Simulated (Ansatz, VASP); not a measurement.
# Zn16HSe15N (N-H pair in ZnSe): VASP beside Ansatz, part 2 of 2

Wanted: the spread between two codes on one cell, functional and k mesh. Of the first pair: The structure shown is the start of the Ansatz relaxation below; VASP solves that cell, so the two are compared at the walk's first step.

VASP 6.6.1 and Ansatz 0.2.0.

So far. Step 3 (VASP: single point, HSE06, start cell, pair 1): The run ends at a pressure of -1.47 GPa, with forces up to 2.1 eV/Å.

## (5) Ansatz: relaxation, HSE06

Level of this step: Ansatz beside VASP: Kohn-Sham DFT, plane waves, HSE06 (Ansatz).

This run makes the geometry at which the two programs are then compared.

The structure compared here is the end of the Ansatz relaxation.

File input.yaml:

```yaml
relax:
  f_tol: 0.01
  max_steps: 80
  random_displacement: { amplitude: 0.02, seed: 695 }
crystal:
  lattice:
    - [-5.73182924, 5.73182924, -5.73182924]
    - [5.73182924, 5.73182924, 5.73182924]
    - [5.73182924, -5.73182924, -5.73182924]
  atoms:
    - { symbol: Zn, position: [0.0, 0.0, 0.0] }
    - { symbol: Zn, position: [0.0, 0.25, 0.75] }
    - { symbol: Zn, position: [0.0, 0.5, 0.5] }
    - { symbol: Zn, position: [0.0, 0.75, 0.25] }
    - { symbol: Zn, position: [0.25, 0.0, 0.75] }
    - { symbol: Zn, position: [0.25, 0.25, 0.5] }
    - { symbol: Zn, position: [0.204674156, 0.454674156, 0.204674156] }
    - { symbol: Zn, position: [0.25, 0.75, 0.0] }
    - { symbol: Zn, position: [0.5, 0.0, 0.5] }
    - { symbol: Zn, position: [0.5, 0.25, 0.25] }
    - { symbol: Zn, position: [0.5, 0.5, 0.0] }
    - { symbol: Zn, position: [0.5, 0.75, 0.75] }
    - { symbol: Zn, position: [0.75, 0.0, 0.25] }
    - { symbol: Zn, position: [0.75, 0.25, 0.0] }
    - { symbol: Zn, position: [0.75, 0.5, 0.75] }
    - { symbol: Zn, position: [0.75, 0.75, 0.5] }
    - { symbol: Se, position: [0.0, 0.0, 0.75] }
    - { symbol: Se, position: [0.0, 0.25, 0.5] }
    - { symbol: Se, position: [0.0, 0.5, 0.25] }
    - { symbol: Se, position: [0.0, 0.75, 0.0] }
    - { symbol: Se, position: [0.25, 0.0, 0.5] }
    - { symbol: Se, position: [0.25, 0.25, 0.25] }
    - { symbol: Se, position: [0.25, 0.5, 0.0] }
    - { symbol: Se, position: [0.25, 0.75, 0.75] }
    - { symbol: Se, position: [0.5, 0.0, 0.25] }
    - { symbol: Se, position: [0.5, 0.25, 0.0] }
    - { symbol: Se, position: [0.5, 0.5, 0.75] }
    - { symbol: "N", position: [0.525175209, 0.775175209, 0.525175209] }
    - { symbol: Se, position: [0.75, 0.0, 0.0] }
    - { symbol: Se, position: [0.75, 0.25, 0.75] }
    - { symbol: Se, position: [0.75, 0.5, 0.5] }
    - { symbol: Se, position: [0.75, 0.75, 0.25] }
    - { symbol: H, position: [0.420543, 0.670543, 0.420543] }
basis:
  ecutwfc: 420
  xc_grid: 2
hamiltonian:
  xc: hse06
kpoints:
  mp_grid: { grid: [1, 1, 1] }
scf:
  occupations: { method: fermi_dirac, width: 0.01 }
  max_iter: 120
output:
  forces: true
checkpoint:
  write: "../relax.run"
  compress: false
  write_wavefunctions: true
  write_every: 100000
```

Started as:

```bash
> ansatz run input.yaml --threads 4 --pin off --max-ram 7536MiB --backend cpu --events-out ev --progress --plain --runs-dir out
```

Numbers of over 12 decimals in the logs are rounded to 6 here.

Output:

```text
[...]
Crystal: 33 atoms, lattice volume = 753.251 Å³
Basis set: ecut = 420 eV, 14771 PW (Γ), exchange–correlation on 144×144×144 points (8 copies of the dense FFT grid, shifted against one another)
Bands: 263, of which v1, the nominal top of the filled ones, is band 219 counted from 1 (218 counted from 0)
Symmetry: 1 space group operations
k-points: 1
[...]
- { symbol: Se, position: [0.250433, 0.244810, 0.250597] }
    - { symbol: Se, position: [0.250423, 0.500434, -0.00503285] }
    - { symbol: Se, position: [0.258863, 0.750559, 0.747776] }
[...]
- { symbol: N, position: [0.537870, 0.787903, 0.538077] }
    - { symbol: Se, position: [0.750901, 0.000910232, -0.000818866] }
    - { symbol: Se, position: [0.750909, 0.249029, 0.751081] }
    - { symbol: Se, position: [0.747585, 0.508884, 0.500714] }
    - { symbol: Se, position: [0.747585, 0.750549, 0.259046] }
    - { symbol: H, position: [0.435360, 0.685402, 0.435574] }
[key lines of the parts left out:]
Free energy (F): -135584.722642 eV
Fermi energy:    6.519600 eV
```

## (6) VASP: single point, HSE06, relaxed cell, pair 2

The same cell, functional, mesh and smearing now go to VASP, with its own data sets.

The run reads the wave functions of an earlier VASP run, which isn't shown here.

File INCAR:

```
SYSTEM = Zn16HSe15N
PREC = Accurate
ENCUT = 520
EDIFF = 1E-06
NELM = 100
ISMEAR = -1
SIGMA = 0.01
LREAL = Auto
ALGO = Normal
LHFCALC = .TRUE.
AEXX = 0.25
GGA = PE
HFSCREEN = 0.208
LASPH = .TRUE.
NBANDS = 167
PRECFOCK = Fast
LORBIT = 11
LWAVE = .FALSE.
LCHARG = .FALSE.
ISIF = 2
```

File POSCAR:

```
Zn16HSe15N
1.0
   -5.7318292400      5.7318292400     -5.7318292400
    5.7318292400      5.7318292400      5.7318292400
    5.7318292400     -5.7318292400     -5.7318292400
Zn Se N H
16 15 1 1
Direct
    0.9977389509      0.9939441825      0.9979059932
    0.9977354714      0.2477448058      0.7440977472
    0.0000597086      0.5036546696      0.5075797969
    0.0000665903      0.7574204474      0.2538254761
    0.2447479891      0.9935483112      0.7437161939
    0.2536454026      0.2500899216      0.5075682115
    0.1791586070      0.4291774160      0.1793355069
    0.2536501773      0.7574148612      0.0002546597
    0.5155786109      0.9734227032      0.5157633536
    0.5074117327      0.2500843259      0.2538217382
    0.5073968764      0.5036624987      0.0002486351
    0.5155638576      0.7655771896      0.7235857719
    0.7435262106      0.9935356180      0.2449229891
    0.7439365130      0.2477464354      0.9979089331
    0.7435419766      0.4947683758      0.7437104648
    0.7233887925      0.7656032236      0.5157652589
    0.9990196633      0.0009221095      0.7510828118
    0.9978508379      0.2478602396      0.4958076856
    0.9947996616      0.5004451652      0.2506088508
    0.9978574889      0.7456542356      0.9980327332
    0.2588710632      0.9976172047      0.5007314827
    0.2504329441      0.2448096369      0.2505965665
    0.2504226887      0.5004342175      0.9949671463
    0.2588633562      0.7505593932      0.7477763600
    0.5005427418      0.9976019910      0.2590431452
    0.4956464573      0.2478727792      0.9980311351
    0.5005498498      0.5088772341      0.7477664883
    0.7509014994      0.0009102319      0.9991811340
    0.7509088638      0.2490286671      0.7510805266
    0.7475846061      0.5088840820      0.5007135091
    0.7475851089      0.7505487091      0.2590458272
    0.5378699174      0.7879031093      0.5380773526
    0.4353603216      0.6854018116      0.4355738766
```

File KPOINTS:

```
Automatic mesh
0
Gamma
1 1 1
0 0 0
```

PAW data sets: Zn, Se, N and H (PBE family, release 64).

Started as:

```bash
> export OMP_NUM_THREADS=3
> mpirun -np 1 vasp_gam
```

Output:

```text
[... set-up lines as in an earlier step ...]
 entering main loop
       N       E                     dE             d eps       ncg     rms          rms(c)
DAV:   1    -0.125794121503E+03   -0.12579E+03   -0.14097E+01   436   0.346E+01    0.865E+00
DAV:   2    -0.125674455517E+03    0.11967E+00   -0.46125E+00   380   0.130E+01    0.453E+00
DAV:   3    -0.125687621435E+03   -0.13166E-01   -0.44770E-01   380   0.350E+00    0.280E+00
DAV:   4    -0.125687412422E+03    0.20901E-03   -0.49133E-02   364   0.113E+00    0.158E+00
[...]
DAV:  11    -0.125684083960E+03    0.43567E-05   -0.25092E-06   228   0.828E-03    0.209E-02
DAV:  12    -0.125684082017E+03    0.19425E-05   -0.11318E-06   189   0.753E-03    0.116E-02
DAV:  13    -0.125684081043E+03    0.97446E-06   -0.65915E-07   181   0.604E-03
   1 F= -.12568408E+03 E0= -.12568408E+03  d E =-.986302E-11
```

From OUTCAR (step 6):

```text
  Total       -7.6461865     -7.6574178     -7.6450845      2.2106890     -2.2031102     -2.2024064
  in kB      -16.2635650    -16.2874540    -16.2612209      4.7021720     -4.6860518     -4.6845548
  external PRESSURE =     -16.2707466 kB  Pullay stress =       0.0000000 kB

 POSITION                                       TOTAL-FORCE (eV/Angst)
 -----------------------------------------------------------------------------------
      5.69808      5.69616     -5.74158         0.002353      0.001887     -0.005507
     -0.03378      2.87384     -8.56386         0.002067      0.005902     -0.001912
      5.79588     -0.02216     -0.02284        -0.000458      0.000428     -0.000546
      5.79591      2.88690      2.88614        -0.000744      0.001027     -0.000186
      8.55485      2.83485      0.02914        -0.004539      0.003376     -0.003155
      2.88891     -0.02197     -2.92967         0.000257      0.000014      0.000147
      2.46099      2.45896      0.40514         0.007275      0.007503     -0.007660
      2.88895      5.79379      2.88603         0.000146     -0.000428      0.000022
      5.58055      5.57843     -0.33198         0.022794      0.022545      0.030136
     -0.02009      2.88698     -2.92982        -0.000136      0.000591      0.001054
     -0.01998      5.79379     -0.02283        -0.000251     -0.000347     -0.000339
      5.58050      3.19581     -2.71444         0.022792     -0.029244     -0.022573
      2.83687      8.55269      0.02915         0.002504     -0.004022     -0.002669
      2.87577     -0.03569     -8.56392         0.005600      0.002014     -0.002134
[...]
-----------------------------------------------------------------------------------
    total drift:                               -0.013595     -0.020288      0.013262

  FREE ENERGIE OF THE ION-ELECTRON SYSTEM (eV)
  ---------------------------------------------------
  free  energy   TOTEN  =      -125.6840810430 eV

  energy  without entropy=     -125.6840810430  energy(sigma->0) =     -125.68408104

[... 1 part as in an earlier step ...]

[... 2 further parts left out ...]
[key lines of the parts left out:]
E-fermi :   0.7756
```

The run ends at a pressure of -1.63 GPa, with forces up to 0.044 eV/Å.

## (7) Side by side

What differs besides the data sets and the points named for the pairs above, as far as they apply: the data sets hold 438 valence electrons in Ansatz (on its default PAW (the set named soft_2) files) and 288 in VASP. Total energies have different zeros and are not compared.

Compared:

| quantity | Ansatz | VASP | difference |
| --- | --- | --- | --- |
| gap on the k mesh (eV) | 2.196 | 2.211 | -0.015 |

At this near-relaxed geometry the largest component of a force difference is 28 meV/Å. A gap on the mesh is an upper bound, since the band edges may lie between its points.

## (8) Summary of results

```yaml
r_m_s_force_difference_single_point_hse06_start_cell_pair_1: 2.4 % of the r.m.s. force
difference_in_gap_on_the_k_mesh_single_point_hse06_relaxed_cell_pair_2: -0.015 eV
r_m_s_force_difference_single_point_hse06_relaxed_cell_pair_2: 9.4 meV/Å
```

**Reading.** The r.m.s. force difference is 2.4 % of the r.m.s. force (single point, HSE06, start cell, pair 1), within the 3 % picked in this series as the mark of a large difference. The data sets hold unlike numbers of valence electrons (438 in Ansatz and 288 in VASP), so part of the differences comes from the potentials. Such differences can come from data sets, numerical settings and the points named under the comparisons, not from the functional's error against experiment.

[Lines on the potential files, build, host, timing and source positions are cut from VASP's logs without a mark.]

[Logs are printed without paths, hosts, clocks, repeated set-up lines and the standing remarks that a program may print on its own settings, such as how far it seeks lower states.]

[Hosts, paths, dates, database ids (printed as entryN), source tags and the programs' standing remarks are cut or masked in the printed files.]
